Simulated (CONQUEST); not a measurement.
The system is Hf.

```
CELL_PARAMETERS angstrom
3.61000 0.00000 0.00000
0.00000 3.61000 0.00000
0.00000 0.00000 3.61000
ATOMIC_POSITIONS crystal
Hf 0.00000 0.00000 0.00000
Hf 0.50000 0.50000 0.50000
```

This isn't the form of Hf at room conditions, which is hcp.

* Program: CONQUEST 1.3
* Task: single point
* Functional: PBE
* Potentials or basis: PseudoDojo NC PBE, DZP, grid cutoff 120 Ha
* k mesh: 7 × 7 × 7
* Occupations: fermi-dirac, width 0.05 eV
* Spin: no spin polarisation

On this cell: pressure -4.9 GPa; largest force zero by symmetry; band gap on the k mesh none (metal or under the smearing width).

The same run follows on a disturbed copy (atoms of the box moved at random, drawn with an rms of 0.05 Å):

```xyz
2
Lattice="3.6100 0.0000 0.0000 0.0000 3.6100 0.0000 0.0000 0.0000 3.6100" Properties=species:S:1:pos:R:3 pbc="T T T"
Hf    0.0038   -0.0130   -0.0306
Hf    1.7578    1.7514    1.7658
```

Question: What does the disturbed cell give?

Answer: The energy (extrapolated to zero smearing) moves by +3.7 meV/atom; pressure -4.6 GPa; largest force 0.267 eV/Å; band gap on the k mesh none (metal or under the smearing width).

Forces in eV/Å, atoms in the order of the input:
```
Hf  -0.203 -0.169 -0.038
Hf   0.204  0.167  0.031
```

Stress tensor (GPa, compression positive):
```
-4.73  0.23  0.05
 0.23 -4.63  0.03
 0.05  0.03 -4.42
```

Caveats: the box holds several primitive cells, so bands are folded and the points are those of the box's own zone; the basis of atomic orbitals isn't converged, which shifts pressures, moduli and gaps.
